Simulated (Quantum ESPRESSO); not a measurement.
**TiO2 (Anatase): equation of state with LDA**

The system is TiO2 (Anatase).

```
CELL_PARAMETERS angstrom
-1.89210 1.89210 4.75730
1.89210 -1.89210 4.75730
1.89210 1.89210 -4.75730
ATOMIC_POSITIONS crystal
Ti 0.75000 0.25000 0.50000
Ti 0.00000 0.00000 0.00000
O 0.79190 0.79190 0.00000
O 0.54190 0.04190 0.50000
O 0.95810 0.45810 0.50000
O 0.20810 0.20810 0.00000
```

```
Program             : Quantum ESPRESSO 7.5
Task                : equation of state
Functional          : LDA
Potentials or basis : GBRV 1.5 LDA
Cutoff              : 612 eV
Density cutoff      : 4898 eV
k mesh              : 8 × 8 × 8
Occupations         : fermi-dirac, width 0.05 eV
Spin                : no spin polarisation
```

- Equilibrium volume: 11.06 Å³/atom
- Bulk modulus at fixed shape and positions: 237 GPa
- Pressure derivative of the bulk modulus: 4.3

Energy against volume, from the lowest point:
| volume (Å³/atom) | energy (meV/atom) |
| --- | --- |
| 10.673 | 10.46 |
| 10.900 | 1.50 |
| 11.127 | 0.00 |
| 11.354 | 5.19 |
| 11.581 | 16.38 |
| 11.808 | 32.96 |
| 12.035 | 54.39 |

All runs of the series together: 9.7 min on 2 threads of Intel(R) Xeon(R) Platinum 8259CL CPU @ 2.50GHz (Skylake/Cascade Lake), on a shared host.

Caveat: the cell was scaled at fixed shape and fractional positions, which overstates the stiffness of a crystal with free parameters, most of all of layers and chains.
